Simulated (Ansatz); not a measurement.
An added N started as a split pair with a N atom in zincblende BN, 65 atoms, charge −1

All numbers come from Ansatz (PAW, plane waves, no spin–orbit coupling) at the single k point (¼, ¼, ¼) without its symmetry partners. The atoms were relaxed with PBEsol in a fixed cell; other functionals are single points on those atoms unless said otherwise. The valence top and gap of the host come from its small cell on a dense mesh, with the band extrema sought between the mesh points, lined up by the mean potential, PBEsol gap 4.30 eV, HSE06 gap 5.80 eV. The charge correction uses an assumed dielectric constant of 7.1.

Cell: a = 7.212 Å, b = 7.212 Å, c = 7.212 Å, α = 90.00°, β = 90.00°, γ = 90.00°.

Nearest atoms after relaxation, from the placed atom (for vacancies from the middle of the vacant sites): N at 1.31 Å, B at 1.40 Å, B at 1.40 Å, B at 2.18 Å, B at 2.22 Å, N at 2.24 Å, N at 2.24 Å, N at 2.26 Å.

Chemical potentials μ are those of reference phases of the elements at zero temperature by the same functional (the usual solids, diamond for C, grey Sn, and the molecules H2, N2, O2, F2, Cl2, Br2 and S8).

| functional | E(defect) − E(host) − Σ nμ + q·E_VBM (eV) | monopole (eV) | alignment (eV) | formation energy at E_F = VBM (eV) | moment (μB) | wall time, shared host |
| --- | --- | --- | --- | --- | --- | --- |
| PBEsol | 11.32 | 0.40 | -0.01 | 11.71 | 0 (no spin) | 5.1 s on NVIDIA GB200 (relaxation) |
| HSE06 | 12.57 | 0.40 | 0.00 | 12.97 | 0 (no spin) | 5 s on NVIDIA GB200 |

**Question.** How does the monopole term follow by hand for this cubic cell?

**Answer.** q²·α·e²/(4πε₀)/(2εL) with the Madelung constant α = 2.837 and e²/4πε₀ = 14.40 eV·Å: 1 × 2.837 × 14.40 / (2 × 7.1 × 7.212) = 0.40 eV.

HSE06 one-electron levels near the gap (the ten most localised at most), from the host's valence top, not corrected for the charge's images:

| level (eV) | spin | filling | atoms sharing it | element of the atom with most weight |
| --- | --- | --- | --- | --- |
| -0.30 | both | 2.00 | 48.4 | spread |
| 2.60 | both | 2.00 | 3.2 | N |
| 2.62 | both | 2.00 | 3.2 | N |

All elements are taken at their own reference at once; growth conditions in equilibrium with the host shift these energies, by up to the host's formation enthalpy.

One k point and a cell of this size can leave errors of several tenths of an eV in such numbers.
